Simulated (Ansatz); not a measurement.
TiAl: one atom moved over a plane

These are results of Ansatz, DFT PBEsol, scalar-relativistic, plane waves, PAW, not measurements. Cutoff 420 eV, Γ-centred 16×16×12 k-points, Gaussian smearing of 0.15 eV. No spin polarisation. Energies are free energies at this smearing, counted from the undisturbed cell; pressure is positive in compression.

Zero of the scan (as given, not relaxed at this level; it stands at -3.9 GPa, and it needn't be the usual structure):

```yaml
crystal:
  lattice:
    - [2.83730, 0.00000, 0.00000]
    - [0.00000, 2.83730, 0.00000]
    - [0.00000, 0.00000, 4.05910]
  atoms:
    - { symbol: Ti, position: [0.00000, 0.00000, 0.00000] }
    - { symbol: Al, position: [0.50000, 0.50000, 0.50000] }
```

Atom 1 (Ti) is moved by p along (1.000, 0.000, 0.000) and q along (0.000, 0.000, 1.000) (Å), all else fixed. Points are written (p, q).

Energy above the undisturbed cell in eV/cell (a dash: not computed):

```csv
p \ q,-0.200,-0.100,0.000,0.100,0.200
-0.200,0.20,0.11,0.08,0.11,0.20
-0.100,0.13,?,0.02,?,0.13
0.000,0.11,?,0.00,?,0.11
0.100,0.13,?,0.02,?,0.13
0.200,0.20,0.11,0.08,0.11,0.20
```

Q: Fill in the withheld energies.

A: (-0.100, -0.100): 0.05; (-0.100, 0.100): 0.05; (0.000, -0.100): 0.03; (0.000, 0.100): 0.03; (0.100, -0.100): 0.05; (0.100, 0.100): 0.05.